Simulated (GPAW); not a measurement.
GaN:

```
Ga N
1.0
     0.00000    2.25350    2.25350
     2.25350    0.00000    2.25350
     2.25350    2.25350    0.00000
Ga N
1 1
Direct
  0.00000 0.00000 0.00000
  0.25000 0.25000 0.25000
```

The cell is a database's computed one.

| Quantity | Value |
| --- | --- |
| Program | GPAW 26.7.0 |
| Task | relaxation of cell and atoms |
| Functional | PBEsol |
| Potentials or basis | PAW data sets generated in the run's folder for this functional |
| Cutoff | 800 eV |
| Basis | pw |
| k mesh | 10 × 10 × 10 |
| Occupations | fermi-dirac, width 0.05 eV |
| Spin | no spin polarisation |

At the start: pressure 6.7 GPa; volume 11.44 Å³/atom.

How do energy, volume and symmetry change on relaxing?

Over 3 steps the energy falls by 8.6 meV/atom and the volume is 11.79 Å³/atom (+3.1 %); space group F-43m (No. 216, to 0.05 Å).

Step by step:
```
step  energy change (eV)  largest force (eV/Å)  pressure (GPa)  volume (Å³)
   1              0.0000                0.0000            6.70        22.89
   2             -0.0091                0.0000            4.38        23.12
   3             -0.0173                0.0000            0.16        23.59
```

Final structure:
```xyz
2
Lattice="0.0000 2.2763 2.2763 2.2763 0.0000 2.2763 2.2763 2.2763 0.0000" Properties=species:S:1:pos:R:3 pbc="T T T"
Ga    0.0000    0.0000    0.0000
N     1.1382    1.1382    1.1382
```

Caveat: the data sets keep Ga 3d, Li 1s and Be 1s frozen, and some such compounds lay over 1.5 % in volume off other programs; later steps reuse the first step's grids.
